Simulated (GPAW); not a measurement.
NiO:

```xyz
2
Lattice="0.0000 2.0859 2.0859 2.0859 0.0000 2.0859 2.0859 2.0859 0.0000" Properties=species:S:1:pos:R:3 pbc="T T T"
Ni    0.0000    0.0000    0.0000
O     2.0859    2.0859    2.0859
```

Base run:

* Program: GPAW 26.7.0
* Functional: revPBE
* Potentials or basis: the program's PAW data sets (release 1.2.1) made for this functional
* Cutoff: 800 eV
* Basis: pw
* k mesh: 11 × 11 × 11
* Occupations: fermi-dirac, width 0.05 eV
* Spin: collinear spin, ferromagnetic start
* Starting moments: [1.0, 0.0] μB

Its results: pressure 15.4 GPa; net moment 1.79 μB per cell; site moments Ni +1.49; O +0.21 μB.

Task: After a change of settings the same cell gave: pressure -16.4 GPa; net moment 0.29 μB per cell; site moments Ni +0.25; O +0.03 μB. Which change was it?
A. functional from revPBE to LDA
B. functional from revPBE to RPBE
C. functional from revPBE to PBE; potentials or basis from the program's PAW data sets (release 1.2.1) made for this functional to GPAW PAW data sets (gpaw-data 1.2.1)

Result: A.

LDA binds more tightly than revPBE, so the same cell stands under less pressure.

Caveats: the stock nickel data set gives pressures a few GPa off other programs; so large a pressure means that the cell lies far from this level's equilibrium, or that cutoff or potentials fall short; a cell with one magnetic atom can't hold antiferromagnetic order, which such compounds often take (some runs).
